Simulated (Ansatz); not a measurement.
# B: the cost of one run

Method: DFT PBE, scalar-relativistic, plane waves, PAW, in Ansatz 0.2.0.

## 1. The structure to begin with

Symmetry: Pmmm, No. 47, orthorhombic system. The conventional cell has a = 1.699 Å, b = 1.977 Å, c = 2.411 Å, α = 90.00°, β = 90.00°, γ = 90.00°. B (site symmetry mmm) is surrounded by 2 B at 1.70 Å.

Structure file:

```xyz
1
Lattice="1.6987 0.0000 0.0000 0.0000 1.9768 0.0000 0.0000 0.0000 2.4110" Properties=species:S:1:pos:R:3 pbc="T T T"
B     0.0000    0.0000    1.2055
```

A structure generator made this guess: random cell by space group and Wyckoff sites (Pmmm, No. 47). Lengths come from tabulated atomic sizes and are only a guess.

## 2. A first look at the guess

The input, input.yaml:

```yaml
crystal:
  lattice:
    - [1.69867894, 0.0, 0.0]
    - [0.0, 1.97682483, 0.0]
    - [0.0, 0.0, 2.41103894]
  atoms:
    - { symbol: B, position: [0.0, 0.0, 0.5] }
basis:
  ecutwfc: 420
kpoints:
  mp_grid: { grid: [10, 8, 8] }
hamiltonian:
  xc: pbe
scf:
  occupations: { method: gaussian, width: 0.1 }
  lower_state_search: "off"
output:
  forces: true
  stress: true
  eigenvalues: true
```

On the command line:

```sh
> ansatz run input.yaml --threads 1 --pin off --max-ram 2560MiB --backend cpu --events-out ev --progress --plain --runs-dir out
```

Q: Estimate wall time and peak memory on 1 thread of Arm Neoverse N1, shared host.

About 1.3 s, with a peak of 0.24 GiB.
